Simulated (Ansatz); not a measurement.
# Hf (Fm-3m) in Ansatz: a series of runs

Aim: see how the results for Hf move with the level of theory and the settings. Levels: revPBE, BLYP, PBE. Tasks: relaxation of cell and atoms, single point.

Everything below comes from runs of Ansatz 0.2.0. Logs are shortened: lines on timing, memory, paths and dates and some standing lists are left out, and cuts for length are marked.

**1. Starting point**

Symmetry: Fm-3m, No. 225, cubic system. The conventional cell has a = 4.440 Å, b = 4.440 Å, c = 4.440 Å, α = 90.00°, β = 90.00°, γ = 90.00°. Hf (site symmetry m-3m) has 12 Hf at 3.14 Å as nearest neighbours.

This isn't the form of Hf at room conditions, which is hcp.

**2. Relaxation of cell and atoms, revPBE**

input.yaml reads:

```yaml
crystal:
  lattice:
    - [0.0, 2.22, 2.22]
    - [2.22, 0.0, 2.22]
    - [2.22, 2.22, 0.0]
  atoms:
    - { symbol: Hf, position: [0.0, 0.0, 0.0] }
hamiltonian:
  xc: revpbe
  pseudopotentials: { kind: paw }
kpoints:
  mp_grid: { grid: [10, 10, 10] }
scf:
  occupations: { method: fermi_dirac, width: 0.05 }
output:
  forces: true
  stress: true
  eigenvalues: true
  write_density: true
  write_potential: true
  elf: true
  volumetric_format: npy
relax:
  f_tol: 0.01
  max_steps: 40
  cell: { stress_tol: 0.05 }
```

Potentials or basis: Ansatz PAW.

Launch:

```bash
ansatz run input.yaml --threads 2 --pin off --max-ram 5632MiB --backend cpu --events-out ev --progress --plain --runs-dir out
```

The log of the run:

```text
Warning: RAYON_NUM_THREADS=2 ignored (pool sized by the plan → 2); use --threads N
Engine: ansatz 0.2.0, aarch64-unknown-linux-gnu
Pseudopotentials: kind: paw
Pseudopotential: Hf, paw, valence charge 26, recommended cutoff 420 eV (normal), Hf.paw.azcp
Functional definition: revPBE
  parameter kappa = 1.245
  parameter beta = 0.06672455060314922
  exchange = pbe_x(kappa = kappa, mu = beta*pi^2/3)
  correlation = pbe_c(beta = beta)
Crystal: 1 atoms, lattice volume = 21.882 Å³
Basis set: ecut = 420 eV, 411 PW (Γ), exchange–correlation on 48×48×48 points (8 copies of the dense FFT grid, shifted against one another)
Bands: 17, of which v1, the nominal top of the filled ones, is band 13 counted from 1 (12 counted from 0)
Symmetry: 48 space group operations
Space group: Fm-3m (ITA 225), of the structure as read, at distance tolerance 2.8e-5 Å
k-points: 47 of 1000
Non-local potential: Hf, projectors of the file, l = 0: 3, l = 1: 2, l = 2: 2, l = 3: 3
PAW form: soft (Blöchl's): semilocal exchange-correlation on the pseudo side does not see the compensation charge
PAW frozen core: Hf, regenerated for the run's functional, and the local potential with it (the file was generated under x = pbe(κ = 0.804, μ = 0.2195149727645171), c = pbe(β = 0.06672455060314922))
PAW one-centre angular grid: Hf, 590 points (default); XC on 64 Gauss nodes
Initial density: superposition of atomic densities (neutral atoms: chi_scale 0, normalization atom), corrected by the library's trained network
Initial wavefunctions: pseudopotential atomic-orbital guess
Functional: x = revpbe(κ = 1.245, μ = 0.2195149727645171), c = pbe(β = 0.06672455060314922)
SCF iter   1: F=—  HF=-15730.122541 eV  |F-HF|=—  |Δ(HF+E_count)|=         —  Δρ=2.57e-3  dr2=5.33e-4  ethr=1.77e-3  ⟨swp⟩=5.0  Hψ=3388  notcnv=0
preconditioner: auto → none  [metal: Δε(μ)=0.055 eV  Ē_g=18.610 eV  σ=0.050 eV  W_gap=0.27  n_scr=8 (ndim 8)  ℏωp=38.9 eV  f_vac=0.000  D(μ)=1.27/eV (n_scr^D=14)  sad-step TF]
SCF iter   2: F=—  HF=-15730.122737 eV  |F-HF|=—  |Δ(HF+E_count)|=   1.95e-4  Δρ=1.58e-3  dr2=2.31e-4  ethr=2.05e-6  ⟨swp⟩=2.3  Hψ=1685  notcnv=0
SCF iter   3: F=—  HF=-15730.123023 eV  |F-HF|=—  |Δ(HF+E_count)|=   2.86e-4  Δρ=5.54e-4  dr2=4.10e-5  ethr=8.88e-7  ⟨swp⟩=2.0  Hψ=1360  notcnv=0
SCF iter   4: F=—  HF=-15730.122953 eV  |F-HF|=—  |Δ(HF+E_count)|=   7.01e-5  Δρ=9.79e-5  dr2=6.03e-7  ethr=1.58e-7  ⟨swp⟩=2.0  Hψ=1407  notcnv=0
SCF iter   5: F=—  HF=-15730.122952 eV  |F-HF|=—  |Δ(HF+E_count)|=   9.40e-7  Δρ=5.34e-5  dr2=1.59e-7  ethr=2.32e-9  ⟨swp⟩=2.1  Hψ=1266  notcnv=0
SCF iter   6: F=-15730.122952 eV  HF=-15730.122952 eV  |F-HF|=1.01e-8  |Δ(HF+E_count)|=   6.07e-8  Δρ=1.74e-6  dr2=2.41e-10  ethr=3.85e-10  ⟨swp⟩=9.7  Hψ=6116  notcnv=0
SCF 1 converged in 6 iterations: F = -15730.122952 eV  dr2 = 2.41e-10
relax step   1: F+E_penalty+E_count = -15730.12295174 eV  Δ(F+E_penalty+E_count) = +0.000e0 eV  max|allowed force component| = 0.000e0 eV/Å  Δτ_max = 0.0000 Å  P = +5.221 GPa  Ω = 21.882 Å³  (6 SCF iters, dr2 threshold 1.00e-7 eV, accepted)
Crystal: 1 atoms, lattice volume = 24.301 Å³
Basis set: ecut = 420 eV, 531 PW (Γ), exchange–correlation on 48×48×48 points (8 copies of the dense FFT grid, shifted against one another)
Initial density: handed on by an earlier stage of this run
Initial wavefunctions: those handed on with the density
iter 1 solved again at ethr=3.75e-6 eV; its pass at ethr=3.10e-3 eV (dr2=9.76e-4 eV) is discarded
SCF iter   1: F=—  HF=-15730.119581 eV  |F-HF|=—  |Δ(HF+E_count)|=         —  Δρ=3.09e-3  dr2=1.07e-3  ethr=3.75e-6  ⟨swp⟩=2.2  Hψ=5270  notcnv=0
preconditioner: auto → Kerker (q_TF=auto, 2.759 Å⁻¹)  [metal: Δε(μ)=0.065 eV  Ē_g=18.448 eV  σ=0.050 eV  W_gap=0.29  n_scr=14 (ndim 8)  ℏωp=36.9 eV  f_vac=0.000  D(μ)=1.72/eV (n_scr^D=14)]
SCF iter   2: F=—  HF=-15730.119410 eV  |F-HF|=—  |Δ(HF+E_count)|=   1.71e-4  Δρ=1.62e-3  dr2=4.64e-4  ethr=3.75e-6  ⟨swp⟩=2.0  Hψ=1316  notcnv=0
SCF iter   3: F=—  HF=-15730.119418 eV  |F-HF|=—  |Δ(HF+E_count)|=   7.62e-6  Δρ=7.31e-4  dr2=1.15e-4  ethr=1.79e-6  ⟨swp⟩=2.0  Hψ=1359  notcnv=0
SCF iter   4: F=—  HF=-15730.119387 eV  |F-HF|=—  |Δ(HF+E_count)|=   3.10e-5  Δρ=2.84e-4  dr2=1.76e-5  ethr=4.43e-7  ⟨swp⟩=2.0  Hψ=1407  notcnv=0
SCF iter   5: F=—  HF=-15730.119383 eV  |F-HF|=—  |Δ(HF+E_count)|=   3.66e-6  Δρ=4.48e-5  dr2=5.56e-7  ethr=6.75e-8  ⟨swp⟩=2.0  Hψ=1408  notcnv=0
SCF iter   6: F=-15730.119383 eV  HF=-15730.119383 eV  |F-HF|=1.94e-8  |Δ(HF+E_count)|=   9.04e-8  Δρ=1.34e-5  dr2=4.02e-8  ethr=3.85e-10  ⟨swp⟩=10.6  Hψ=7379  notcnv=0
SCF 2 converged in 6 iterations: F = -15730.119383 eV  dr2 = 4.02e-8
relax step   2: F+E_penalty+E_count = -15730.11938331 eV  Δ(F+E_penalty+E_count) = +3.568e-3 eV  max|allowed force component| = 0.000e0 eV/Å  Δτ_max = 0.0000 Å  P = -4.776 GPa  Ω = 24.301 Å³  energy of the carried Pulay correction = -7.361e-4 eV  (6 SCF iters, dr2 threshold 1.00e-7 eV, rejected (line search))
Crystal: 1 atoms, lattice volume = 23.040 Å³
Basis set: ecut = 420 eV, 459 PW (Γ), exchange–correlation on 48×48×48 points (8 copies of the dense FFT grid, shifted against one another)
iter 1 solved again at ethr=9.96e-7 eV; its pass at ethr=3.10e-3 eV (dr2=2.59e-4 eV) is discarded
SCF iter   1: F=—  HF=-15730.140041 eV  |F-HF|=—  |Δ(HF+E_count)|=         —  Δρ=1.58e-3  dr2=2.60e-4  ethr=9.96e-7  ⟨swp⟩=2.1  Hψ=5049  notcnv=0
preconditioner: auto → Kerker (q_TF=auto, 2.784 Å⁻¹)  [metal: Δε(μ)=0.023 eV  Ē_g=18.490 eV  σ=0.050 eV  W_gap=0.11  n_scr=14 (ndim 8)  ℏωp=37.9 eV  f_vac=0.000  D(μ)=1.53/eV (n_scr^D=14)]
SCF iter   2: F=—  HF=-15730.139993 eV  |F-HF|=—  |Δ(HF+E_count)|=   4.78e-5  Δρ=8.38e-4  dr2=1.18e-4  ethr=9.96e-7  ⟨swp⟩=2.0  Hψ=1316  notcnv=0
SCF iter   3: F=—  HF=-15730.139988 eV  |F-HF|=—  |Δ(HF+E_count)|=   4.89e-6  Δρ=3.59e-4  dr2=2.49e-5  ethr=4.52e-7  ⟨swp⟩=2.0  Hψ=1183  notcnv=0
SCF iter   4: F=—  HF=-15730.139976 eV  |F-HF|=—  |Δ(HF+E_count)|=   1.23e-5  Δρ=1.49e-4  dr2=3.95e-6  ethr=9.56e-8  ⟨swp⟩=2.0  Hψ=1406  notcnv=0
SCF iter   5: F=—  HF=-15730.139974 eV  |F-HF|=—  |Δ(HF+E_count)|=   2.23e-6  Δρ=2.30e-5  dr2=9.99e-8  ethr=1.52e-8  ⟨swp⟩=2.0  Hψ=1407  notcnv=0
SCF iter   6: F=—  HF=-15730.139970 eV  |F-HF|=—  |Δ(HF+E_count)|=   3.83e-6  Δρ=1.23e-5  dr2=1.12e-8  ethr=3.84e-10  ⟨swp⟩=2.0  Hψ=1419  notcnv=0
SCF iter   7: F=—  HF=-15730.139970 eV  |F-HF|=—  |Δ(HF+E_count)|=   2.87e-9  Δρ=3.04e-6  dr2=1.43e-9  ethr=4.31e-11  ⟨swp⟩=2.9  Hψ=1636  notcnv=0
SCF iter   8: F=—  HF=-15730.139970 eV  |F-HF|=—  |Δ(HF+E_count)|=  4.00e-11  Δρ=5.66e-7  dr2=5.18e-11  ethr=5.50e-12  ⟨swp⟩=2.0  Hψ=1349  notcnv=0
SCF iter   9: F=-15730.139970 eV  HF=-15730.139970 eV  |F-HF|=1.82e-12  |Δ(HF+E_count)|=  1.82e-12  Δρ=8.20e-8  dr2=9.50e-13  ethr=1.00e-12  ⟨swp⟩=5.5  Hψ=3486  notcnv=0
SCF 3 converged in 9 iterations: F = -15730.139970 eV  dr2 = 9.50e-13
relax step   3: F+E_penalty+E_count = -15730.13996968 eV  Δ(F+E_penalty+E_count) = -1.702e-2 eV  max|allowed force component| = 0.000e0 eV/Å  Δτ_max = 0.0000 Å  P = -0.184 GPa  Ω = 23.040 Å³  energy of the carried Pulay correction = -3.623e-4 eV  (9 SCF iters, accepted)
Crystal: 1 atoms, lattice volume = 22.999 Å³
iter 1 solved again at ethr=1.56e-9 eV; its pass at ethr=3.10e-3 eV (dr2=4.06e-7 eV) is discarded
SCF iter   1: F=—  HF=-15730.140010 eV  |F-HF|=—  |Δ(HF+E_count)|=         —  Δρ=5.49e-5  dr2=3.20e-7  ethr=1.56e-9  ⟨swp⟩=3.0  Hψ=4847  notcnv=0
preconditioner: auto → Kerker (q_TF=auto, 2.785 Å⁻¹)  [metal: Δε(μ)=0.022 eV  Ē_g=18.509 eV  σ=0.050 eV  W_gap=0.11  n_scr=14 (ndim 8)  ℏωp=37.9 eV  f_vac=0.000  D(μ)=1.53/eV (n_scr^D=14)]
SCF iter   2: F=—  HF=-15730.140008 eV  |F-HF|=—  |Δ(HF+E_count)|=   1.79e-6  Δρ=2.86e-5  dr2=1.40e-7  ethr=1.23e-9  ⟨swp⟩=2.0  Hψ=1316  notcnv=0
SCF iter   3: F=-15730.140008 eV  HF=-15730.140008 eV  |F-HF|=2.49e-8  |Δ(HF+E_count)|=   1.08e-9  Δρ=1.33e-5  dr2=3.50e-8  ethr=3.24e-10  ⟨swp⟩=8.1  Hψ=5000  notcnv=0
SCF 4 converged in 3 iterations: F = -15730.140008 eV  dr2 = 3.50e-8
relax step   4: F+E_penalty+E_count = -15730.14000774 eV  Δ(F+E_penalty+E_count) = -3.805e-5 eV  max|allowed force component| = 0.000e0 eV/Å  Δτ_max = 0.0000 Å  P = -0.014 GPa  Ω = 22.999 Å³  energy of the carried Pulay correction = -3.497e-4 eV  (3 SCF iters, dr2 threshold 8.43e-8 eV, accepted)
Initial wavefunctions: pseudopotential atomic-orbital guess (no wavefunctions were taken with the density)
iter 1 solved again at ethr=3.35e-9 eV; its pass at ethr=3.10e-3 eV (dr2=8.72e-7 eV) is discarded
SCF iter   1: F=—  HF=-15730.140361 eV  |F-HF|=—  |Δ(HF+E_count)|=         —  Δρ=6.92e-5  dr2=1.90e-7  ethr=3.35e-9  ⟨swp⟩=3.7  Hψ=6112  notcnv=0
preconditioner: auto → Kerker (q_TF=auto, 2.785 Å⁻¹)  [metal: Δε(μ)=0.022 eV  Ē_g=18.510 eV  σ=0.050 eV  W_gap=0.11  n_scr=14 (ndim 8)  ℏωp=37.9 eV  f_vac=0.000  D(μ)=1.53/eV (n_scr^D=14)]
SCF iter   2: F=—  HF=-15730.140359 eV  |F-HF|=—  |Δ(HF+E_count)|=   2.52e-6  Δρ=4.84e-5  dr2=3.16e-7  ethr=7.32e-10  ⟨swp⟩=3.1  Hψ=1689  notcnv=0
SCF iter   3: F=—  HF=-15730.140359 eV  |F-HF|=—  |Δ(HF+E_count)|=   5.98e-8  Δρ=2.76e-5  dr2=8.76e-8  ethr=7.32e-10  ⟨swp⟩=2.0  Hψ=1334  notcnv=0
SCF iter   4: F=—  HF=-15730.140359 eV  |F-HF|=—  |Δ(HF+E_count)|=   9.41e-9  Δρ=2.91e-6  dr2=1.56e-9  ethr=3.37e-10  ⟨swp⟩=3.0  Hψ=1357  notcnv=0
SCF iter   5: F=—  HF=-15730.140359 eV  |F-HF|=—  |Δ(HF+E_count)|=  6.66e-10  Δρ=8.81e-7  dr2=9.20e-11  ethr=6.02e-12  ⟨swp⟩=2.0  Hψ=1418  notcnv=0
SCF iter   6: F=-15730.140359 eV  HF=-15730.140359 eV  |F-HF|=0.00e0  |Δ(HF+E_count)|=  6.73e-11  Δρ=1.35e-7  dr2=4.22e-12  ethr=1.00e-12  ⟨swp⟩=4.8  Hψ=4430  notcnv=0
SCF 5 converged in 6 iterations: F = -15730.140359 eV  dr2 = 4.22e-12
relax step   5: F+E_penalty+E_count = -15730.14035855 eV  Δ(F+E_penalty+E_count) = -3.508e-4 eV  max|allowed force component| = 0.000e0 eV/Å  Δτ_max = 0.0000 Å  P = -0.015 GPa  Ω = 22.999 Å³  stress off target by 1.48e-2 GPa  SCF on the basis re-selected at this cell (its energy is not comparable with the rows above)  (6 SCF iters)
basis re-selected at this cell: Δ(F+E_penalty+E_count) = -3.508e-4 eV, ΔP = -0.001 GPa vs the last step (what re-selecting the basis moved, of the pressure what is left beyond the Pulay correction that the steps carried, after the strain that the cell walked since its last selection, with what the two solves' SCF thresholds leave and, on support functions, any second-order correction that the steps lacked; it is no measure of the basis error at this ecutwfc). This SCF's stress stands 1.48e-2 GPa from its target on what of the cell is left free (relax.cell.stress_tol is 5.00e-2 GPa) and its largest allowed force component is 0.00e0 eV/Å (relax.f_tol is 1.00e-2 eV/Å): within both
SCF converged after 6 iterations
Free energy (F): -15730.140359 eV
Harris-Foulkes:  -15730.140359 eV  (|F-HF|=0.00e0)
Internal energy: -15730.127431 eV  (E = F + TS)
E sigma→0 (E₀):  -15730.133895 eV
Entropy (-TS):   -0.012928 eV (-12.928 meV/atom)
Fermi energy:    19.202634 eV
--- Per-component energies (eV) ---
  E_band       = 21.175551
  E_kinetic    = 423.353088
  E_local      = -5142.369939  (includes V_loc(G=0)·N_el)
  E_nonlocal   = -1245.661377
  E_hartree    = 2414.028987
  E_xc         = -300.066854
  E_vxc        = -265.626402  (∫ρ·V_xc dr)
  E_paw        = -6936.108419  (= ΣΔE_a)
  E_vpaw       = 1423.422213  (= ΣTr[D̂ρ^β])
  E_aug_tail   = -0.000001  (compensation charges beyond the density's cutoff)
  E_ewald      = -4943.170748
  E_core_change = -0.132168  (= ΣΔE_core)
  E_smearing   = -0.012928  (= −TS)
  E_closure    = 0.000000  (closes the sum)
  Σ components = -15730.140359   (vs F -15730.140359, Δ=0.00e0)
--- Forces (eV/Å), atoms counted from 1 ---
  atom   1  Hf    -0.00000000     0.00000000    -0.00000000
  max |Σ_I F_I| component: 3.68e-30 eV/Å
--- Stress (GPa, compression-positive) ---
       -0.014769       0.000000      -0.000000
        0.000000      -0.014769       0.000000
       -0.000000       0.000000      -0.014769
  P = ⅓ Tr σ = -0.0148 GPa (-0.148 kbar)
--- Band table (eV; the first three rows and the last of 47) ---
  k-point 0: bands = ["-42.6122", "-10.9052", "-10.9052", "-10.9052", "7.4341", "7.4510", "7.4510", "7.4510", "7.5189", "7.5189", "7.5189", "12.0929", "20.6062", "20.6062", "20.6062", "23.3135", "23.3135"]
  k-point 1: bands = ["-42.6070", "-10.9796", "-10.9148", "-10.9148", "7.4385", "7.4502", "7.4545", "7.4545", "7.5127", "7.5127", "7.5192", "12.4266", "20.2813", "20.7611", "20.7611", "23.1575", "23.1575"]
  k-point 2: bands = ["-42.5934", "-11.1701", "-10.9397", "-10.9397", "7.4410", "7.4574", "7.4631", "7.4631", "7.4976", "7.4976", "7.5198", "13.3375", "19.6272", "20.9872", "20.9872", "23.0809", "23.0809"]
  k-point 46: bands = ["-42.5396", "-11.4533", "-11.3220", "-11.1802", "7.4588", "7.4641", "7.4660", "7.4784", "7.4817", "7.4828", "7.5073", "17.2890", "18.2517", "19.4554", "22.0185", "25.9416", "27.9460"]
--- Relaxed structure (4 steps of the walk, 3 accepted, 1 SCFs on fresh bases) ---
  F+E_penalty+E_count = -15730.14035855 eV   max|allowed force component| = 0.000e0 eV/Å   (the final SCF, on the basis selected at the relaxed cell)
  cell:  # Å, volume = 22.9989 Å³
    - [-5.47752493536276e-34, 2.2571434844820404, 2.2571434844820404]
    - [2.2571434844820404, 4.458450528783642e-34, 2.2571434844820404]
    - [2.2571434844820404, 2.2571434844820404, -8.407363854277723e-34]
  atoms:
    - { symbol: Hf, position: [0.0, 0.0, 0.0] }
```

Run time: 4 s. Hardware: 2 threads of Arm Neoverse V1, shared host; peak memory 0.3 GiB.

Results:

- Free energy: -15730.1404 eV
- Relaxed volume: 23.00 Å³/atom
- Relaxed cell: a = 3.192 Å, b = 3.192 Å, c = 3.192 Å, α = 60.00°, β = 60.00°, γ = 60.00°
- Space group after relaxing (to 0.05 Å): Fm-3m (No. 225)
- Energy gained by relaxing: 17.4 meV/atom
- Ionic steps: 4
- Pressure after relaxing: 0.0 GPa
- Band gap on the k mesh: none (metal or under the smearing width)

Step by step:
```csv
step,energy change (eV),largest force (eV/Å),volume (Å³)
1,0.0000,0.0000,21.88
2,-0.0170,0.0000,23.04
3,-0.0171,0.0000,23.00
4,-0.0174,0.0000,23.00
```

Final structure:
```
Hf
1.0
     0.00000    2.25714    2.25714
     2.25714    0.00000    2.25714
     2.25714    2.25714    0.00000
Hf
1
Direct
  0.00000 0.00000 0.00000
```

Caveat: the plane-wave basis is chosen anew once the cell has moved, so the energies of steps on either side of that aren't comparable; the PAW data sets come from PBE, with cores solved anew for the run's functional, which leaves a small shift of forces and pressure. Spin-orbit coupling is left out, which matters for the levels of Hf.

[end of part 1 of 2]
